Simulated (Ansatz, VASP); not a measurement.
**Two plane-wave programs on Si2C**

```
CELL_PARAMETERS angstrom
2.93115 0.00000 0.00000
-1.46557 2.53845 0.00000
0.00000 0.00000 8.81962
ATOMIC_POSITIONS crystal
Si 0.33333 0.66667 0.61287
Si 0.66667 0.33333 0.11287
Si 0.33333 0.66667 0.88713
Si 0.66667 0.33333 0.38713
C 0.33333 0.66667 0.25000
C 0.66667 0.33333 0.75000
```

Alike in both runs: functional PBE; k mesh 6 × 6 × 2; occupations gaussian, width 0.1 eV; no spin polarisation.

Ansatz relaxed the structure, and its values are those at the end. VASP's run is a single point on that final structure, the one shown.

|  | VASP | Ansatz |
| --- | --- | --- |
| version | VASP 6.6.1 | Ansatz 0.2.0 |
| potentials or method | VASP PAW PBE potentials, release 64 (Si, C) | scalar-relativistic, plane waves, PAW |
| plane-wave cutoff (eV) | 520 | 420 |
| valence electrons in the cell | 24 | 24 |

Ansatz gave:

| Item | Value |
| --- | --- |
| gap on the k mesh at the Fermi level (eV) | none |
| pressure (GPa) | 0.0 |
| rms of the force components (eV/Å) | 0.005 |

Estimate VASP's values.

gap on the k mesh at the Fermi level (eV): none; pressure (GPa): 0.0; rms of the force components (eV/Å): 0.006.

A gap of «none» marks a metal or a gap that the smearing closes. With one functional, cell and mesh, what is left measures potentials, basis and numerics.

Caveats: the k mesh is coarse (spacing up to 0.41 Å⁻¹), so the values aren't converged.
